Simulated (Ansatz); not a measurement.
## V (omega type) under strong compression

```
CELL_PARAMETERS angstrom
4.45220 0.00000 0.00000
-2.22610 3.85572 0.00000
0.00000 0.00000 2.38953
ATOMIC_POSITIONS crystal
V 0.00000 0.00000 0.00000
V 0.33333 0.66667 0.50000
V 0.66667 0.33333 0.50000
```

The cell comes from a relaxation on PAW files under the same functional, begun from a prototype that needn't be the stable phase.

Its volume is scaled, and at each volume shape and atoms are relaxed on PAW files; all methods then take that cell.

Computed with Ansatz 0.2.0; functional PBE, scalar-relativistic. Settings: a Γ-centred 8×8×12 k mesh, Fermi–Dirac smearing of 0.08 eV, no spin polarisation. Methods: LAPW: all electrons, basis error target 1 meV/atom; PAW: frozen-core files, cutoff 420 eV; crystal datasets: all electrons, by PAW datasets that the program makes for each cell; norm-conserving: pseudopotentials, cutoff 1143 eV; PAW (partial waves polarizable): frozen-core files, cutoff 420 eV.

Energies are extrapolated to zero smearing and count from the unscaled cell; pressure is positive in compression; gaps take the mesh and a band path. No temperature or zero-point motion is included.

```
V/V0  V (Å³/atom)  P LAPW (GPa)  ΔE LAPW (eV/atom)  P PAW − LAPW (GPa)  ΔE PAW − LAPW (meV/atom)  space group  shortest distance (Å)
1.00        13.67         -0.03              0.000                0.04                       0.0       P6/mmm                  2.390
0.76        10.39             ?              0.656                0.12                       1.0       P6/mmm                  2.194
0.60         8.20         228.8              2.611               -0.16                       2.1       P6/mmm                  2.037
0.52         7.11         376.8              4.634               -1.26                      -2.0       P6/mmm                  1.949
0.45         6.15         582.3              7.455               -4.29                     -16.5       P6/mmm                  1.862
```

Give the missing entry: row "0.76", column "P LAPW (GPa)".

80.1.

Fit the Vinet equation to the LAPW pressures over the whole range, with residuals weighted by 1/(|P| + 0.03·Pmax).

V0 = 13.67 Å³/atom, B0 = 173 GPa and B0′ = 3.97, and the fit misses no point by more than 1.5 GPa. A fit over so wide a range pins B0 less well than one near rest.

At the smallest volume, how far do crystal datasets and norm-conserving and PAW (partial waves polarizable) lie from LAPW in pressure?

crystal datasets: 0.00 GPa; norm-conserving: -8.01 GPa; PAW (partial waves polarizable): -4.31 GPa, on a LAPW pressure of 582.3 GPa.

How do the Löwdin populations by LAPW change from the unscaled cell to the last row?

V 3s 1.96 → 1.86, V 4s 0.86 → 0.45, V 3p 5.99 → 5.90, V 3d 4.06 → 4.74 electrons an atom. These are projections on the shells that the free atoms fill; 0.41 e a cell lies outside them at the start and 0.16 e at the end.
